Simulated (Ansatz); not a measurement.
**Tin, alpha-Sn (diamond) under revPBE: ground state and equation of state**

What does revPBE give for tin in the alpha-Sn (diamond) structure? We relax it, solve it on a dense k-mesh, switch on spin-orbit coupling, then scale the cell to 7 volumes from 88 to 112 % of the relaxed one and try a fit of the equation of state. The k-meshes are 9×9×9 for the relaxation; 13×13×13 for the dense run; 8×8×8 for spin-orbit coupling; 13×13×13 for the volumes. It starts from a deposited cell (COD).

Program: Ansatz 0.2.0. Level of theory: DFT revPBE, plane waves (420 eV) with PAW, scalar-relativistic; PAW files made under PBE, frozen cores solved again for the functional. These are calculated values, not measurements.

**1. The structure to begin with**

The structure is cubic, space group Fd-3m (No. 227). The conventional cell has a = 6.491 Å, b = 6.491 Å, c = 6.491 Å, α = 90.00°, β = 90.00°, γ = 90.00°. Sn (site symmetry -43m) is surrounded by 4 Sn at 2.81 Å.

Coordinates:

```cif
data_structure
_symmetry_space_group_name_H-M 'P 1'
_symmetry_Int_Tables_number 1
_cell_length_a 4.5900
_cell_length_b 4.5900
_cell_length_c 4.5900
_cell_angle_alpha 60.000
_cell_angle_beta 60.000
_cell_angle_gamma 60.000
_cell_volume 68.38
loop_
_atom_site_label
_atom_site_type_symbol
_atom_site_fract_x
_atom_site_fract_y
_atom_site_fract_z
_atom_site_occupancy
Sn1 Sn 0.50000 0.50000 0.50000 1
Sn2 Sn 0.75000 0.75000 0.75000 1
```

**2. Relaxing cell and atoms**

File input.yaml:

```yaml
crystal:
  lattice:
    - [0.0, 3.2456, 3.2456]
    - [3.2456, 0.0, 3.2456]
    - [3.2456, 3.2456, 0.0]
  atoms:
    - { symbol: Sn, position: [0.5, 0.5, 0.5] }
    - { symbol: Sn, position: [0.75, 0.75, 0.75] }
hamiltonian:
  xc: revpbe
  pseudopotentials:
    kind: paw
    azcp:
      Sn: "pseudopotentials/Sn.paw.azcp"
basis:
  ecutwfc: 420
  fft_grid_basis: typed
kpoints:
  mp_grid: { grid: [9, 9, 9], shift: [0, 0, 0] }
magnetization:
  spin_polarized: false
scf:
  occupations: { method: fermi_dirac, width: 0.1 }
relax:
  max_steps: 60
  f_tol: 0.01
  cell: {}
```

Standard output:

```text
Engine: ansatz 0.2.0, x86_64-unknown-linux-gnu
Pseudopotentials: kind: paw
Pseudopotential: Sn, paw, valence charge 14, recommended cutoff 420 eV (normal), <dir>
Functional definition: revPBE
  parameter kappa = 1.245
  parameter beta = 0.06672455060314922
  exchange = pbe_x(kappa = kappa, mu = beta*pi^2/3)
  correlation = pbe_c(beta = beta)
Crystal: 2 atoms, lattice volume = 68.378 Å³
Basis set: ecut = 420 eV, 1363 PW (Γ), exchange–correlation on 64×64×64 points (8 copies of the dense FFT grid, shifted against one another)
Bands: 18, of which v1, the nominal top of the filled ones, is band 14 counted from 1 (13 counted from 0)
Symmetry: 48 space group operations
Space group: Fd-3m (ITA 227), of the structure as read, at distance tolerance 4.1e-5 Å
k-points: 35 of 729
Non-local potential: Sn, projectors of the file, l = 0: 2, l = 1: 2, l = 2: 2, l = 3: 2
PAW form: soft (Blöchl's): semilocal exchange-correlation on the pseudo side does not see the compensation charge
PAW frozen core: Sn, regenerated for the run's functional, and the local potential with it (the file was generated under x = pbe(κ = 0.804, μ = 0.2195149727645171), c = pbe(β = 0.06672455060314922))
PAW one-centre angular grid: Sn, 590 points (default); XC on 64 Gauss nodes
Initial density: superposition of atomic densities (neutral atoms: chi_scale 0, normalization atom), corrected by the library's trained network
Initial wavefunctions: pseudopotential atomic-orbital guess
Functional: x = revpbe(κ = 1.245, μ = 0.2195149727645171), c = pbe(β = 0.06672455060314922)
SCF iter   1: F=—  HF=-12060.568856 eV  |F-HF|=—  |Δ(HF+E_count)|=         —  Δρ=1.93e-3  dr2=1.13e-3  ethr=1.77e-3  ⟨swp⟩=5.9  Hψ=3299  notcnv=0
preconditioner: auto → Kerker (q_TF=auto, 2.351 Å⁻¹)  [metal: Δε(μ)=0.213 eV  Ē_g=20.219 eV  σ=0.100 eV  W_gap=0.44  n_scr=14 (ndim 8)  ℏωp=23.8 eV  f_vac=0.094  D(μ)=0.19/eV (n_scr^D=0)]
SCF iter   2: F=—  HF=-12060.567561 eV  |F-HF|=—  |Δ(HF+E_count)|=   1.29e-3  Δρ=5.59e-4  dr2=1.59e-4  ethr=4.04e-6  ⟨swp⟩=2.0  Hψ=1409  notcnv=0
SCF iter   3: F=—  HF=-12060.567675 eV  |F-HF|=—  |Δ(HF+E_count)|=   1.13e-4  Δρ=3.33e-4  dr2=7.17e-5  ethr=5.69e-7  ⟨swp⟩=2.0  Hψ=706  notcnv=0
SCF iter   4: F=—  HF=-12060.567756 eV  |F-HF|=—  |Δ(HF+E_count)|=   8.17e-5  Δρ=6.74e-5  dr2=7.03e-6  ethr=2.56e-7  ⟨swp⟩=2.0  Hψ=781  notcnv=0
SCF iter   5: F=—  HF=-12060.567765 eV  |F-HF|=—  |Δ(HF+E_count)|=   8.55e-6  Δρ=2.53e-5  dr2=8.16e-7  ethr=2.51e-8  ⟨swp⟩=2.0  Hψ=781  notcnv=0
SCF iter   6: F=-12060.567767 eV  HF=-12060.567767 eV  |F-HF|=6.68e-8  |Δ(HF+E_count)|=   1.72e-6  Δρ=6.85e-6  dr2=3.27e-8  ethr=3.57e-10  ⟨swp⟩=3.4  Hψ=2633  notcnv=0
SCF 1 converged in 6 iterations: F = -12060.567767 eV  dr2 = 3.27e-8
relax step   1: F+E_penalty+E_count = -12060.56776677 eV  Δ(F+E_penalty+E_count) = +0.000e0 eV  max|allowed force component| = 4.626e-18 eV/Å  Δτ_max = 0.0000 Å  P = +4.227 GPa  Ω = 68.378 Å³  (6 SCF iters, dr2 threshold 1.00e-7 eV, accepted)
Crystal: 2 atoms, lattice volume = 78.873 Å³
Basis set: ecut = 420 eV, 1471 PW (Γ), exchange–correlation on 64×64×64 points (8 copies of the dense FFT grid, shifted against one another)
Initial density: handed on by an earlier stage of this run
Initial wavefunctions: those handed on with the density
iter 1 solved again at ethr=4.38e-5 eV; its pass at ethr=3.10e-3 eV (dr2=1.23e-2 eV) is discarded
SCF iter   1: F=—  HF=-12060.632492 eV  |F-HF|=—  |Δ(HF+E_count)|=         —  Δρ=3.82e-3  dr2=1.22e-2  ethr=4.38e-5  ⟨swp⟩=1.2  Hψ=4556  notcnv=0
preconditioner: auto → none  [metal: Δε(μ)=0.086 eV  Ē_g=19.724 eV  σ=0.100 eV  W_gap=0.21  n_scr=14 (ndim 8)  ℏωp=22.1 eV  f_vac=0.161  D(μ)=0.32/eV (n_scr^D=0)]
SCF iter   2: F=—  HF=-12060.637273 eV  |F-HF|=—  |Δ(HF+E_count)|=   4.78e-3  Δρ=1.99e-3  dr2=3.23e-3  ethr=4.35e-5  ⟨swp⟩=1.9  Hψ=692  notcnv=0
SCF iter   3: F=—  HF=-12060.640213 eV  |F-HF|=—  |Δ(HF+E_count)|=   2.94e-3  Δρ=1.47e-4  dr2=1.45e-5  ethr=1.15e-5  ⟨swp⟩=2.0  Hψ=815  notcnv=0
SCF iter   4: F=—  HF=-12060.640280 eV  |F-HF|=—  |Δ(HF+E_count)|=   6.63e-5  Δρ=3.69e-5  dr2=8.26e-7  ethr=5.19e-8  ⟨swp⟩=3.6  Hψ=1263  notcnv=0
SCF iter   5: F=-12060.640281 eV  HF=-12060.640280 eV  |F-HF|=1.68e-7  |Δ(HF+E_count)|=   8.11e-7  Δρ=7.23e-6  dr2=9.64e-8  ethr=7.14e-10  ⟨swp⟩=5.5  Hψ=2411  notcnv=0
SCF 2 converged in 5 iterations: F = -12060.640281 eV  dr2 = 9.64e-8
relax step   2: F+E_penalty+E_count = -12060.64028052 eV  Δ(F+E_penalty+E_count) = -7.251e-2 eV  max|allowed force component| = 4.163e-17 eV/Å  Δτ_max = 0.0000 Å  P = -1.218 GPa  Ω = 78.873 Å³  energy of the carried Pulay correction = -1.881e-3 eV  (5 SCF iters, dr2 threshold 2.00e-7 eV, accepted)
Crystal: 2 atoms, lattice volume = 76.257 Å³
Basis set: ecut = 420 eV, 1459 PW (Γ), exchange–correlation on 64×64×64 points (8 copies of the dense FFT grid, shifted against one another)
iter 1 solved again at ethr=2.21e-6 eV; its pass at ethr=3.10e-3 eV (dr2=6.18e-4 eV) is discarded
SCF iter   1: F=—  HF=-12060.652702 eV  |F-HF|=—  |Δ(HF+E_count)|=         —  Δρ=8.81e-4  dr2=6.14e-4  ethr=2.21e-6  ⟨swp⟩=3.0  Hψ=4371  notcnv=0
preconditioner: auto → Kerker (q_TF=auto, 2.309 Å⁻¹)  [metal: Δε(μ)=0.122 eV  Ē_g=19.824 eV  σ=0.100 eV  W_gap=0.29  n_scr=14 (ndim 8)  ℏωp=22.5 eV  f_vac=0.122  D(μ)=0.30/eV (n_scr^D=0)]
SCF iter   2: F=—  HF=-12060.652760 eV  |F-HF|=—  |Δ(HF+E_count)|=   5.82e-5  Δρ=5.97e-4  dr2=3.50e-4  ethr=2.19e-6  ⟨swp⟩=1.0  Hψ=630  notcnv=0
SCF iter   3: F=—  HF=-12060.652858 eV  |F-HF|=—  |Δ(HF+E_count)|=   9.81e-5  Δρ=1.53e-4  dr2=4.42e-5  ethr=1.25e-6  ⟨swp⟩=1.8  Hψ=665  notcnv=0
SCF iter   4: F=—  HF=-12060.652907 eV  |F-HF|=—  |Δ(HF+E_count)|=   4.86e-5  Δρ=7.46e-5  dr2=9.98e-6  ethr=1.58e-7  ⟨swp⟩=2.1  Hψ=788  notcnv=0
SCF iter   5: F=—  HF=-12060.652926 eV  |F-HF|=—  |Δ(HF+E_count)|=   1.87e-5  Δρ=2.28e-5  dr2=5.43e-7  ethr=3.57e-8  ⟨swp⟩=2.2  Hψ=1120  notcnv=0
SCF iter   6: F=-12060.652929 eV  HF=-12060.652929 eV  |F-HF|=1.54e-7  |Δ(HF+E_count)|=   3.37e-6  Δρ=4.24e-6  dr2=1.25e-8  ethr=7.14e-10  ⟨swp⟩=5.6  Hψ=2301  notcnv=0
SCF 3 converged in 6 iterations: F = -12060.652929 eV  dr2 = 1.25e-8
relax step   3: F+E_penalty+E_count = -12060.65292911 eV  Δ(F+E_penalty+E_count) = -1.265e-2 eV  max|allowed force component| = 2.313e-17 eV/Å  Δτ_max = 0.0000 Å  P = -0.244 GPa  Ω = 76.257 Å³  energy of the carried Pulay correction = -1.437e-3 eV  (6 SCF iters, dr2 threshold 2.00e-7 eV, accepted)
Crystal: 2 atoms, lattice volume = 75.626 Å³
iter 1 solved again at ethr=3.46e-7 eV; its pass at ethr=3.10e-3 eV (dr2=9.68e-5 eV) is discarded
SCF iter   1: F=—  HF=-12060.653468 eV  |F-HF|=—  |Δ(HF+E_count)|=         —  Δρ=2.21e-4  dr2=3.86e-5  ethr=3.46e-7  ⟨swp⟩=3.0  Hψ=3805  notcnv=0
preconditioner: auto → Kerker (q_TF=auto, 2.312 Å⁻¹)  [metal: Δε(μ)=0.141 eV  Ē_g=19.851 eV  σ=0.100 eV  W_gap=0.34  n_scr=14 (ndim 8)  ℏωp=22.6 eV  f_vac=0.124  D(μ)=0.29/eV (n_scr^D=0)]
SCF iter   2: F=—  HF=-12060.653471 eV  |F-HF|=—  |Δ(HF+E_count)|=   3.22e-6  Δρ=1.50e-4  dr2=2.23e-5  ethr=1.38e-7  ⟨swp⟩=1.0  Hψ=630  notcnv=0
SCF iter   3: F=—  HF=-12060.653479 eV  |F-HF|=—  |Δ(HF+E_count)|=   8.54e-6  Δρ=4.01e-5  dr2=2.93e-6  ethr=7.97e-8  ⟨swp⟩=2.0  Hψ=729  notcnv=0
SCF iter   4: F=—  HF=-12060.653483 eV  |F-HF|=—  |Δ(HF+E_count)|=   3.73e-6  Δρ=1.99e-5  dr2=7.20e-7  ethr=1.05e-8  ⟨swp⟩=2.1  Hψ=800  notcnv=0
SCF iter   5: F=-12060.653485 eV  HF=-12060.653484 eV  |F-HF|=1.59e-7  |Δ(HF+E_count)|=   1.36e-6  Δρ=6.04e-6  dr2=3.72e-8  ethr=5.34e-10  ⟨swp⟩=3.5  Hψ=2578  notcnv=0
SCF 4 converged in 5 iterations: F = -12060.653485 eV  dr2 = 3.72e-8
relax step   4: F+E_penalty+E_count = -12060.65348457 eV  Δ(F+E_penalty+E_count) = -5.555e-4 eV  max|allowed force component| = 1.471e-17 eV/Å  Δτ_max = 0.0000 Å  P = +0.021 GPa  Ω = 75.626 Å³  energy of the carried Pulay correction = -1.328e-3 eV  (5 SCF iters, dr2 threshold 1.49e-7 eV, accepted)
Initial wavefunctions: pseudopotential atomic-orbital guess (no wavefunctions were taken with the density)
iter 1 solved again at ethr=3.09e-7 eV; its pass at ethr=3.10e-3 eV (dr2=8.66e-5 eV) is discarded
SCF iter   1: F=—  HF=-12060.654640 eV  |F-HF|=—  |Δ(HF+E_count)|=         —  Δρ=8.85e-5  dr2=1.04e-6  ethr=3.09e-7  ⟨swp⟩=2.8  Hψ=4716  notcnv=0
preconditioner: auto → Kerker (q_TF=auto, 2.312 Å⁻¹)  [metal: Δε(μ)=0.142 eV  Ē_g=19.851 eV  σ=0.100 eV  W_gap=0.34  n_scr=14 (ndim 8)  ℏωp=22.6 eV  f_vac=0.124  D(μ)=0.29/eV (n_scr^D=0)]
SCF iter   2: F=—  HF=-12060.654639 eV  |F-HF|=—  |Δ(HF+E_count)|=   1.07e-6  Δρ=4.31e-5  dr2=2.94e-7  ethr=3.72e-9  ⟨swp⟩=2.0  Hψ=1123  notcnv=0
SCF iter   3: F=—  HF=-12060.654640 eV  |F-HF|=—  |Δ(HF+E_count)|=   7.50e-7  Δρ=1.20e-5  dr2=5.63e-8  ethr=1.05e-9  ⟨swp⟩=3.0  Hψ=1168  notcnv=0
SCF iter   4: F=—  HF=-12060.654640 eV  |F-HF|=—  |Δ(HF+E_count)|=   8.03e-8  Δρ=1.90e-6  dr2=5.48e-9  ethr=2.01e-10  ⟨swp⟩=2.0  Hψ=779  notcnv=0
SCF iter   5: F=—  HF=-12060.654640 eV  |F-HF|=—  |Δ(HF+E_count)|=   1.39e-8  Δρ=8.71e-7  dr2=1.21e-9  ethr=1.96e-11  ⟨swp⟩=3.0  Hψ=1146  notcnv=0
SCF iter   6: F=—  HF=-12060.654640 eV  |F-HF|=—  |Δ(HF+E_count)|=   3.13e-9  Δρ=2.32e-7  dr2=2.97e-11  ethr=4.32e-12  ⟨swp⟩=2.8  Hψ=1131  notcnv=0
SCF iter   7: F=-12060.654640 eV  HF=-12060.654640 eV  |F-HF|=7.28e-12  |Δ(HF+E_count)|=  1.82e-11  Δρ=3.55e-8  dr2=8.56e-13  ethr=1.00e-12  ⟨swp⟩=6.4  Hψ=2834  notcnv=0
SCF 5 converged in 7 iterations: F = -12060.654640 eV  dr2 = 8.56e-13
relax step   5: F+E_penalty+E_count = -12060.65464017 eV  Δ(F+E_penalty+E_count) = -1.156e-3 eV  max|allowed force component| = 1.388e-17 eV/Å  Δτ_max = 0.0000 Å  P = +0.011 GPa  Ω = 75.626 Å³  stress off target by 1.06e-2 GPa  SCF on the basis re-selected at this cell (its energy is not comparable with the rows above)  (7 SCF iters)
basis re-selected at this cell: Δ(F+E_penalty+E_count) = -1.156e-3 eV, ΔP = -0.010 GPa vs the last step (what re-selecting the basis moved, of the pressure what is left beyond the Pulay correction that the steps carried, after the strain that the cell walked since its last selection, with what the two solves' SCF thresholds leave and, on support functions, any second-order correction that the steps lacked; it is no measure of the basis error at this ecutwfc). This SCF's stress stands 1.06e-2 GPa from its target on what of the cell is left free (relax.cell.stress_tol is 5.00e-2 GPa) and its largest allowed force component is 1.39e-17 eV/Å (relax.f_tol is 1.00e-2 eV/Å): within both
SCF converged after 7 iterations
Free energy (F): -12060.654640 eV
Harris-Foulkes:  -12060.654640 eV  (|F-HF|=7.28e-12)
Internal energy: -12060.645286 eV  (E = F + TS)
E sigma→0 (E₀):  -12060.649963 eV
Entropy (-TS):   -0.009354 eV (-4.677 meV/atom)
Fermi energy:    6.668270 eV
--- Per-component energies (eV) ---
  E_band       = -275.377340
  E_kinetic    = 371.994234
  E_local      = -2425.136367  (includes V_loc(G=0)·N_el)
  E_nonlocal   = -65.181033
  E_hartree    = 1373.244521
  E_xc         = -764.083140
  E_vxc        = -188.720564  (∫ρ·V_xc dr)
  E_paw        = -8286.732598  (= ΣΔE_a)
  E_vpaw       = -714.822683  (= ΣTr[D̂ρ^β])
  E_aug_tail   = -0.000001  (compensation charges beyond the density's cutoff)
  E_ewald      = -2264.788938
  E_core_change = 0.038035  (= ΣΔE_core)
  E_smearing   = -0.009354  (= −TS)
  E_closure    = 0.000000  (closes the sum)
  Σ components = -12060.654640   (vs F -12060.654640, Δ=0.00e0)
--- Forces (eV/Å), atoms counted from 1 ---
  atom   1  Sn    -0.00000000     0.00000000    -0.00000000
  atom   2  Sn     0.00000000    -0.00000000    -0.00000000
  max |Σ_I F_I| component: 9.25e-18 eV/Å
--- Stress (GPa, compression-positive) ---
        0.010569      -0.000000      -0.000000
       -0.000000       0.010569      -0.000000
       -0.000000      -0.000000       0.010569
  P = ⅓ Tr σ = 0.0106 GPa (0.106 kbar)
--- Relaxed structure (4 steps of the walk, 4 accepted, 1 SCFs on fresh bases) ---
  F+E_penalty+E_count = -12060.65464017 eV   max|allowed force component| = 1.388e-17 eV/Å   (the final SCF, on the basis selected at the relaxed cell)
  cell:  # Å, volume = 75.6262 Å³
    - [2.7005471774346627e-33, 3.3564550401237043, 3.3564550401237043]
    - [3.3564550401237043, -4.3820199482902076e-33, 3.3564550401237043]
    - [3.3564550401237043, 3.3564550401237043, -7.388289447698604e-34]
  atoms:
    - { symbol: Sn, position: [0.49999999999999994, 0.49999999999999994, 0.49999999999999994] }
    - { symbol: Sn, position: [0.75, 0.75, 0.75] }
```

It took 19 s on 1 thread of an x86-64 CPU, shared host; peak memory 0.56 GiB.

The steps of the relaxation:

| step | energy change (meV/atom) | largest force (eV/Å) | pressure (GPa) | volume (Å³/atom) |
| --- | --- | --- | --- | --- |
| 1 | 0.00 | 0.0000 | 4.23 | 34.189 |
| 2 | -36.26 | 0.0000 | -1.22 | 39.437 |
| 3 | -42.58 | 0.0000 | -0.24 | 38.128 |
| 4 | -42.86 | 0.0000 | 0.02 | 37.813 |
| 5 | -43.44 | 0.0000 | 0.01 | 37.813 |

Steps that repeat a cell are solved on a basis chosen anew, so their changes of energy are no gain of the relaxation.

Changes in the cell that was computed:

|  | before | after | change |
| --- | --- | --- | --- |
| a (Å) | 4.590 | 4.747 | +3.4 % |
| b (Å) | 4.590 | 4.747 | +3.4 % |
| c (Å) | 4.590 | 4.747 | +3.4 % |
| volume (Å³/atom) | 34.189 | 37.813 | +10.6 % |
| shortest distance (Å) | 2.811 | 2.907 | +3.4 % |
| space group (spins left aside) | Fd-3m | Fd-3m | same |

**3. Dense single point**

File input.yaml:

```yaml
crystal:
  lattice:
    - [0.0, 3.3564550401, 3.3564550401]
    - [3.3564550401, 0.0, 3.3564550401]
    - [3.3564550401, 3.3564550401, 0.0]
  atoms:
    - { symbol: Sn, position: [0.5, 0.5, 0.5] }
    - { symbol: Sn, position: [0.75, 0.75, 0.75] }
hamiltonian:
  xc: revpbe
  pseudopotentials:
    kind: paw
    azcp:
      Sn: "pseudopotentials/Sn.paw.azcp"
basis:
  ecutwfc: 420
  fft_grid_basis: typed
kpoints:
  mp_grid: { grid: [13, 13, 13], shift: [0, 0, 0] }
magnetization:
  spin_polarized: false
scf:
  occupations: { method: fermi_dirac, width: 0.1 }
```

Standard output, shortened:

```text
[...]
[... 3 set-up lines as earlier in the session ...]
[...]
Crystal: 2 atoms, lattice volume = 75.626 Å³
Basis set: ecut = 420 eV, 1459 PW (Γ)
Bands: 18, of which v1, the nominal top of the filled ones, is band 14 counted from 1 (13 counted from 0)
[... 1 set-up line as earlier in the session ...]
Space group: Fd-3m (ITA 227), of the structure as read, at distance tolerance 4.2e-5 Å
k-points: 84 of 2197
[...]
SCF iter   1: F=—  HF=-12060.657728 eV  |F-HF|=—  |Δ(HF+E_count)|=         —  Δρ=1.96e-3  dr2=1.34e-3  ethr=1.77e-3  ⟨swp⟩=6.0  Hψ=7861  notcnv=0
[...]
SCF iter   6: F=-12060.656970 eV  HF=-12060.656970 eV  |F-HF|=2.80e-7  |Δ(HF+E_count)|=   7.11e-6  Δρ=8.46e-6  dr2=5.57e-8  ethr=3.57e-10  ⟨swp⟩=1.4  Hψ=4860  notcnv=0
[...]
SCF converged after 6 iterations
Free energy (F): -12060.656970 eV
[...]
E sigma→0 (E₀):  -12060.653737 eV
Entropy (-TS):   -0.006466 eV (-3.233 meV/atom)
Fermi energy:    6.713889 eV
[...]
```

Run time: 6.2 s. Hardware: 1 thread of an x86-64 CPU, shared host; peak memory 0.57 GiB.

**4. With spin-orbit coupling**

input.yaml: that of step 3 with these lines changed.

```diff
@@ -11,3 +11,3 @@
   pseudopotentials:
-    kind: paw
+    kind: paw_fr
     azcp:
@@ -18,5 +18,6 @@
 kpoints:
-  mp_grid: { grid: [13, 13, 13], shift: [0, 0, 0] }
+  mp_grid: { grid: [8, 8, 8], shift: [0, 0, 0] }
 magnetization:
-  spin_polarized: false
+  noncollinear: true
+  spin_orbit: true
 scf:
```

Standard output, shortened:

```text
[...]
Pseudopotentials: kind: paw_fr
Pseudopotential: Sn, paw_fr, valence charge 14, recommended cutoff 420 eV (normal), <dir>
[... 1 set-up line as earlier in the session ...]
[...]
non-collinear run that drives no moment, with spin-orbit: no starting moment large enough to seed its density (crystal.atoms[].spin), no starting occupations that ask for one, no magnetisation constraint and no magnetic field, so the semilocal B_xc is pinned to zero
Crystal: 2 atoms, lattice volume = 75.626 Å³
Basis set: ecut = 420 eV, 1459 PW (Γ)
Bands: 36, of which v1, the nominal top of the filled ones, is band 28 counted from 1 (27 counted from 0)
Symmetry: 48 space group operations + 48 with time reversal
Magnetic group: BNS 227.129 (UNI 1631), of the structure as read, at distance tolerance 4.2e-5 Å
k-points: 29 of 512
Projection manifold: j_resolved (fully-relativistic pseudo-atomic orbitals)
[...]
spin=Noncollinear: Kerker preconditioning applied to the charge; magnetization (m_x, m_y, m_z) channels mix plain (no charge-response kernel on spin).
[...]
SCF iter   8: F=-12064.945557 eV  HF=-12064.945557 eV  |F-HF|=3.48e-7  |Δ(HF+E_count)|=   8.37e-6  Δρ=6.18e-6  dr2=2.37e-8  dr2_m=0.00e0 (ungated)  ethr=3.57e-10  |M|=0.00e0 ∫|m|=0.00e0 μB  |m|>n=0.0e0 m-floor=0.0e0 τ_xc=0.0e0  ⟨swp⟩=3.8  Hψ=1205  notcnv=0
[...]
SCF converged after 8 iterations
Magnetization: |M| = 0.0000 μB,  M = (+0.0000, +0.0000, +0.0000) μB
Absolute magnetization: 0.0000 μB (∫|m|)
  site 0: m = (+0.0000, +0.0000, +0.0000) μB, |m| = 0.0000 μB  (R = 1.20 Å)
  site 1: m = (+0.0000, +0.0000, +0.0000) μB, |m| = 0.0000 μB  (R = 1.20 Å)
Free energy (F): -12064.945557 eV
[...]
E sigma→0 (E₀):  -12064.940770 eV
Entropy (-TS):   -0.009574 eV (-4.787 meV/atom)
Fermi energy:    6.668029 eV
[...]
```

Run time: 14 s. Hardware: 1 thread of an x86-64 CPU, shared host; peak memory 0.6 GiB.

With and without spin-orbit coupling:

|  | scalar-relativistic | with spin-orbit coupling |
| --- | --- | --- |
| k-mesh | 13×13×13 | 8×8×8 |
| gap on the mesh | none (levels filled in part) | none (levels filled in part) |

The meshes differ, so small differences between the columns need not come from spin-orbit coupling.

**5. At 88 % of the relaxed volume**

File input.yaml:

```yaml
crystal:
  lattice:
    - [0.0, 3.2164370657, 3.2164370657]
    - [3.2164370657, 0.0, 3.2164370657]
    - [3.2164370657, 3.2164370657, 0.0]
  atoms:
    - { symbol: Sn, position: [0.5, 0.5, 0.5] }
    - { symbol: Sn, position: [0.75, 0.75, 0.75] }
hamiltonian:
  xc: revpbe
  pseudopotentials:
    kind: paw
    azcp:
      Sn: "pseudopotentials/Sn.paw.azcp"
basis:
  ecutwfc: 420
  fft_grid_basis: typed
kpoints:
  mp_grid: { grid: [13, 13, 13], shift: [0, 0, 0] }
magnetization:
  spin_polarized: false
scf:
  occupations: { method: fermi_dirac, width: 0.1 }
output:
  stress: true
```

Standard output, shortened:

```text
[...]
[... 3 set-up lines as earlier in the session ...]
[...]
Crystal: 2 atoms, lattice volume = 66.551 Å³
Basis set: ecut = 420 eV, 1291 PW (Γ)
Bands: 18, of which v1, the nominal top of the filled ones, is band 14 counted from 1 (13 counted from 0)
[... 2 set-up lines as earlier in the session ...]
k-points: 84 of 2197
[...]
SCF iter   1: F=—  HF=-12060.516051 eV  |F-HF|=—  |Δ(HF+E_count)|=         —  Δρ=1.96e-3  dr2=1.18e-3  ethr=1.77e-3  ⟨swp⟩=5.8  Hψ=7976  notcnv=0
[...]
SCF iter   6: F=-12060.514863 eV  HF=-12060.514863 eV  |F-HF|=3.38e-8  |Δ(HF+E_count)|=   8.72e-7  Δρ=5.91e-6  dr2=2.30e-8  ethr=3.57e-10  ⟨swp⟩=5.6  Hψ=5761  notcnv=0
[...]
SCF converged after 6 iterations
Free energy (F): -12060.514863 eV
[...]
E sigma→0 (E₀):  -12060.513058 eV
Entropy (-TS):   -0.003612 eV (-1.806 meV/atom)
Fermi energy:    8.349820 eV
[...]
--- Stress (GPa, compression-positive) ---
        5.711366      -0.000000      -0.000000
       -0.000000       5.711366      -0.000000
        0.000000       0.000000       5.711366
  P = ⅓ Tr σ = 5.7114 GPa (57.114 kbar)
```

Wall time 6.3 s (1 thread of an x86-64 CPU, shared host); peak memory 0.57 GiB.

(Part 1 of 2 ends here.)
